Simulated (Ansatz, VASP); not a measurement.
One calculation of SnGe2, two programs

```
Sn Ge
1.0
     0.00000    3.21411    3.21411
     3.21411    0.00000    3.21411
     3.21411    3.21411    0.00000
Sn Ge
1 2
Direct
  0.00000 0.00000 0.00000
  0.25000 0.25000 0.25000
  0.75000 0.75000 0.75000
```

The cell comes from a database or a generator and needn't be the stable form of this composition.

Alike in both runs: task single point; functional PBEsol; k mesh 6 × 6 × 6; occupations gaussian, width 0.05 eV; no spin polarisation.

|  | VASP | Ansatz |
| --- | --- | --- |
| version | VASP 6.6.1 | Ansatz 0.2.0 |
| potentials or method | VASP PAW PBE potentials, release 64 (Sn_d, Ge_d) | scalar-relativistic, plane waves, PAW |
| plane-wave cutoff (eV) | 520 | 420 |
| valence electrons in the cell | 42 | 42 |

```tsv
	VASP	Ansatz	Ansatz less VASP
gap on the k mesh at the Fermi level (eV)	none	none	-
pressure (GPa)	8.3	8.3	0.00
```

A gap of «none» marks a metal or a gap that the smearing closes.

Caveats: the PAW data sets were made with another functional, which shifts forces and pressure a little (VASP).
